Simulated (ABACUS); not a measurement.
The system is Al.

```xyz
1
Lattice="0.0000 2.0248 2.0248 2.0248 0.0000 2.0248 2.0248 2.0248 0.0000" Properties=species:S:1:pos:R:3 pbc="T T T"
Al    0.0000    0.0000    0.0000
```

Base run:

* Program: ABACUS 3.10.1
* Functional: PBEsol
* Potentials or basis: SPMS ONCV 1.0 PBE
* Cutoff: 1361 eV
* Density cutoff: 5442 eV
* Basis: DZP LCAO (the cutoffs set its grid)
* k mesh: 10 × 10 × 10
* Occupations: fermi-dirac, width 0.05 eV
* Spin: no spin polarisation

Its results: band gap on the k mesh none (metal or under the smearing width); pressure -1.5 GPa.

Problem. After a change of settings the same cell gave: band gap on the k mesh none (metal or under the smearing width); pressure 4.6 GPa. Which change was it?
A. functional from PBEsol to BLYP
B. functional from PBEsol to LDA; potentials or basis from SPMS ONCV 1.0 PBE to PseudoDojo NC SR 0.4.1 LDA standard
C. functional from PBEsol to PBE; potentials or basis from SPMS ONCV 1.0 PBE to Ansatz NC PBE

Solution. A.

BLYP binds less tightly than PBEsol, so the same cell stands under more pressure.

Caveats: the atomic orbitals were generated for these runs and aren't a published set; the potentials were made for another functional, which shifts forces and pressure; the basis of atomic orbitals isn't converged, which shifts pressures, moduli and gaps.

Not every run made on this cell is shown here.
